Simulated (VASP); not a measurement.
Write the native input for VASP 6.6.1 that does the following.

* Task: relaxation of cell and atoms
* Functional: PBE
* Dispersion: D4
* Potentials or basis: VASP PAW PBE potentials, release 64 (W_sv, C)
* Cutoff: 600 eV
* k mesh: 10 × 10 × 9
* Occupations: fermi-dirac, width 0.05 eV
* Spin: no spin polarisation
* Further INCAR settings: ALGO = Normal; EDIFF = 1e-07; IBRION = 2; EDIFFG = -0.01; NSW = 60; ISIF = 3

The structure of WC (Qusongite) lies in POSCAR:

```
WC
1.0
    2.9065000000      0.0000000000      0.0000000000
   -1.4532500000      2.5171028361      0.0000000000
    0.0000000000      0.0000000000      2.8366000000
W C
1 1
Direct
    0.0000000000      0.0000000000      0.0000000000
    0.6666666667      0.3333333333      0.5000000000
```

The input as run:

INCAR

```
SYSTEM = WC
PREC     = Accurate       ! precision mode
ENCUT    = 600            ! plane-wave cutoff, eV
EDIFF    = 1E-7           ! SCF threshold, eV
ISMEAR   = -1             ! smearing method
SIGMA    = 0.05           ! smearing width, eV
LREAL    = .FALSE.        ! projectors in reciprocal space
LASPH    = .TRUE.         ! aspherical terms in the spheres
NELM     = 100            ! most SCF steps
ALGO     = Normal         ! electronic algorithm
ISIF     = 3              ! what is computed and relaxed
LWAVE    = .FALSE.        ! write WAVECAR
LCHARG   = .FALSE.        ! write CHGCAR
GGA      = PE             ! functional
IVDW     = 13             ! dispersion correction
IBRION   = 2              ! ionic algorithm
NSW      = 60             ! ionic steps
EDIFFG   = -0.01          ! ionic threshold
```

KPOINTS

```
Automatic mesh
0
G
  10 10 9
  0 0 0
```

Potentials or basis: VASP PAW PBE potentials, release 64 (W_sv, C).

Launch:

```sh
$ cat potpaw_PBE.64/W_sv/POTCAR potpaw_PBE.64/C/POTCAR > POTCAR
$ mpirun -np 1 vasp_std > vasp.out
```

Results of the run:

```
Relaxed volume                         : 10.37 Å³/atom
Relaxed cell                           : a = 2.906 Å, b = 2.906 Å, c = 2.835 Å, α = 90.00°, β = 90.00°, γ = 120.00°
Space group after relaxing (to 0.05 Å) : P-6m2 (No. 187)
Energy gained by relaxing              : 0.0 meV/atom
Ionic steps                            : 3
Pressure after relaxing                : 0.1 GPa
Band gap on the k mesh                 : none (metal or under the smearing width)
Dispersion energy per atom             : -0.488 eV
```

Caveat: pairwise dispersion overbinds metals, which lowers pressure and volume.

Run time: 15 s on 1 thread of Intel(R) Xeon(R) 6975P-C (Granite Rapids), on a shared host, peak memory 0.16 GiB.
